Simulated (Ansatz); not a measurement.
## Ti under strains and displacements

Method: DFT PBE, scalar-relativistic, plane waves, PAW (Ansatz 0.2.0).

Plane waves to 420 eV, a k mesh through Γ of 18×18×18 on the computed 1-atom cell and Gaussian smearing (0.10 eV); no spin polarisation.

Reference cell:

```yaml
crystal:
  lattice:
    - [0.00000, 2.03000, 2.03000]
    - [2.03000, 0.00000, 2.03000]
    - [2.03000, 2.03000, 0.00000]
  atoms:
    - { symbol: Ti, position: [0.00000, 0.00000, 0.00000] }
```

Each variant moves atoms of this cell by the vectors given, if any (Å), and then applies a symmetric strain (tensor components, Cartesian axes). The reference cell isn't relaxed at this level. Energies are per atom at zero smearing, counted from the lowest variant. Pressure is positive in compression.

1. strain (xx yy zz yz xz xy, %) 2.84 2.84 2.84 0.00 0.00 0.00
2. strain (xx yy zz yz xz xy, %) 0.17 0.17 0.17 0.00 0.00 0.00
3. strain (xx yy zz yz xz xy, %) -1.74 -1.74 -1.74 0.00 0.00 0.00
4. strain (xx yy zz yz xz xy, %) -2.61 -2.61 -2.61 0.00 0.00 0.00

```tsv
variant	ΔE (meV/atom)	P (GPa)	largest force (eV/Å)	gap on mesh (eV)	space group
1	?	?	?	?	?
2	0.0	3.77	0.00	0	Fm-3m
3	43.4	11.38	0.00	0	Fm-3m
4	78.0	15.38	0.00	0	Fm-3m
```

Q: Give the withheld rows.

A:
```json
{"variant": "1", "ΔE (meV/atom)": "5.7", "P (GPa)": "-4.54", "largest force (eV/Å)": "0.00", "gap on mesh (eV)": "0", "space group": "Fm-3m"}
```

This fcc form isn't the element's structure at ambient conditions.